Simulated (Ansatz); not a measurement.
**Ru (simple hexagonal type) under strong compression**

```xyz
1
Lattice="2.6635 0.0000 0.0000 -1.3317 2.3066 0.0000 0.0000 0.0000 2.4482" Properties=species:S:1:pos:R:3 pbc="T T T"
Ru    0.0000    0.0000    0.0000
```

The cell comes from a relaxation on PAW files under the same functional, begun from a prototype that needn't be the stable phase.

Its volume is scaled, and at each volume shape and atoms are relaxed on PAW files; all methods then take that cell.

Computed with Ansatz 0.2.0; functional PBE, scalar-relativistic. Settings: a Γ-centred 17×17×15 k mesh, Fermi–Dirac smearing of 0.05 eV, no spin polarisation. Methods: LAPW: all electrons, basis error target 1 meV/atom; PAW: frozen-core files, cutoff 420 eV; crystal datasets: all electrons, by PAW datasets that the program makes for each cell; norm-conserving: pseudopotentials, cutoff 1143 eV; PAW (partial waves polarizable): frozen-core files, cutoff 420 eV.

Energies are extrapolated to zero smearing and count from the unscaled cell; pressure is positive in compression; gaps take the mesh and a band path. No temperature or zero-point motion is included.

| V/V0 | V (Å³/atom) | P LAPW (GPa) | ΔE LAPW (eV/atom) | P PAW − LAPW (GPa) | ΔE PAW − LAPW (meV/atom) | space group | shortest distance (Å) |
| --- | --- | --- | --- | --- | --- | --- | --- |
| 1.00 | 15.04 | -0.03 | 0.000 | 0.03 | 0.0 | P6/mmm | 2.448 |
| 0.95 | 14.29 | 14.20 | 0.031 | 0.04 | 0.1 | P6/mmm | 2.414 |
| 0.85 | 12.78 | 58.6 | 0.351 | 0.03 | 0.5 | P6/mmm | 2.332 |
| 0.75 | 11.28 | 138.2 | 1.238 | -0.03 | 0.6 | P6/mmm | 2.239 |
| 0.65 | 9.78 | 284.7 | 3.149 | -0.21 | -0.5 | P6/mmm | 2.138 |
| 0.55 | 8.27 | 571.4 | 7.010 | -0.45 | -3.6 | P6/mmm | 2.026 |
| 0.45 | 6.77 | ? | ? | -0.01 | -7.5 | P6/mmm | 1.902 |
| 0.40 | 6.02 | 1747 | 21.620 | 1.20 | -4.2 | P6/mmm | 1.832 |

Task: Fill in "ΔE LAPW (eV/atom)" for the row "0.45".

Result: 14.855.

Task: What belongs in the row "0.45", column "P LAPW (GPa)"?

Result: 1179.

Task: Fit the Vinet equation to the LAPW pressures over the whole range, with residuals weighted by 1/(|P| + 0.03·Pmax).

Result: V0 = 15.06 Å³/atom, B0 = 234 GPa and B0′ = 5.11, and the fit misses no point by more than 19 GPa. A fit over so wide a range pins B0 less well than one near rest.

Task: From the table, what is the rise of the enthalpy H = E + pV up to the last row, and how stiff is the crystal between the last two rows?

Result: ΔH = 21.620 eV + (1747 GPa × 6.02 Å³ + 0.03 GPa × 15.04 Å³) × 0.006242 eV/(GPa·Å³) = 87.23 eV/atom, of which pV makes 75 %. The mean bulk modulus there is −ΔP/Δln V = 4820 GPa.

Task: At the smallest volume, how far do crystal datasets and norm-conserving and PAW (partial waves polarizable) lie from LAPW in pressure?

Result: crystal datasets: +0.01 GPa; norm-conserving: +8.76 GPa; PAW (partial waves polarizable): +1.18 GPa, on a LAPW pressure of 1747 GPa.

Task: How do the Löwdin populations by LAPW change from the unscaled cell to the last row?

Result: Ru 4s 1.96 → 1.85, Ru 5s 0.75 → 0.48, Ru 4p 5.99 → 5.92, Ru 4d 7.23 → 7.66 electrons an atom. These are projections on the shells that the free atoms fill; 0.07 e a cell lies outside them at the start and 0.11 e at the end.
